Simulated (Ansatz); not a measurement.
**Si (P6_3/mmc), symmetry broken, then relaxed**

These are results of DFT r2SCAN, scalar-relativistic, plane waves, PAW (Ansatz), not measurements. Cutoff 500 eV, Γ-centred 8×8×8 k-points, Gaussian smearing of 0.15 eV. No spin polarisation. Energies are free energies at this smearing, counted from the undisturbed cell; pressure is positive in compression.

Reference structure (relaxed at this level; this form isn't the usual structure):

```yaml
crystal:
  lattice:
    - [1.31960, -2.28561, 4.55316]
    - [1.31960, -2.28561, -4.55316]
    - [2.63919, 4.57122, 0.00000]
  atoms:
    - { symbol: Si, position: [0.45833, 0.20833, 0.16667] }
    - { symbol: Si, position: [0.95833, 0.70833, 0.16667] }
    - { symbol: Si, position: [0.45833, 0.20833, 0.66667] }
    - { symbol: Si, position: [0.95833, 0.70833, 0.66667] }
    - { symbol: Si, position: [0.04167, 0.29167, 0.33333] }
    - { symbol: Si, position: [0.54167, 0.79167, 0.33333] }
    - { symbol: Si, position: [0.04167, 0.29167, 0.83333] }
    - { symbol: Si, position: [0.54167, 0.79167, 0.83333] }
```

The atoms are displaced (Å, in the unstrained cell):

| atom | ux | uy | uz |
| --- | --- | --- | --- |
| Si1 | 0.011 | 0.003 | -0.004 |
| Si2 | 0.010 | 0.001 | 0.009 |
| Si3 | 0.018 | 0.007 | 0.013 |
| Si4 | 0.006 | -0.007 | -0.001 |
| Si5 | -0.010 | 0.009 | 0.000 |
| Si6 | -0.024 | -0.007 | -0.005 |
| Si7 | -0.002 | -0.006 | -0.007 |
| Si8 | -0.009 | 0.000 | -0.005 |

The cell is strained by (0.0040, 0.0030, -0.0070, -0.0121, -0.0090, 0.0141) (xx, yy, zz, yz, xz, xy; engineering shear). Cell and atoms are then relaxed.

Q: Does the relaxation return to the undisturbed structure?

A: No. It ends 261.1 meV/atom below it. The disturbance itself cost 1.6 meV/atom. The final space group reads I4_1/amd (tolerance 0.05 Å) and the volume changes by 11.23 %.

Final structure:

```xyz
8
Lattice="1.3394 -2.3179 4.7782 1.3378 -2.3195 -4.7780 2.7976 4.7065 0.0008" Properties=species:S:1:pos:R:3 pbc="T T T"
Si    2.2051   -1.4304    1.1949
Si    2.2042   -1.4311   -3.5833
Si    3.2706    1.5000    1.1954
Si    3.2700    1.4992   -3.5830
Si    1.8716   -0.8532    3.5838
Si    1.8711   -0.8537   -1.1942
Si    3.6037    0.9232    3.5843
Si    3.6030    0.9221   -1.1938
```

The relaxation, step by step (energy from the first step; small jumps at an unchanged geometry come where the plane waves are selected anew for the new cell):

```tsv
step	ΔE (meV/atom)	largest force component (eV/Å)	pressure (GPa)
1	0.0	0.078	-0.14
2	-1.5	0.060	0.01
3	-2.3	0.052	0.07
4	-3.4	0.077	0.02
5	-22.9	0.237	0.59
6	-44.2	0.337	0.46
7	-93.7	0.502	0.39
8	-192.1	0.373	-0.28
9	-241.7	0.111	-1.72
10	-242.7	0.090	1.99
11	-250.2	0.119	1.45
12	-250.9	0.463	1.96
13	-261.2	0.021	1.00
14	-262.5	0.013	-0.10
15	-262.7	0.002	-0.06
16	-262.7	0.002	0.02
17	-262.7	0.002	0.01
```

Cost: 3 runs of about 27 core-minutes in all, on Intel Xeon Platinum 8488C (Sapphire Rapids) (shared hosts).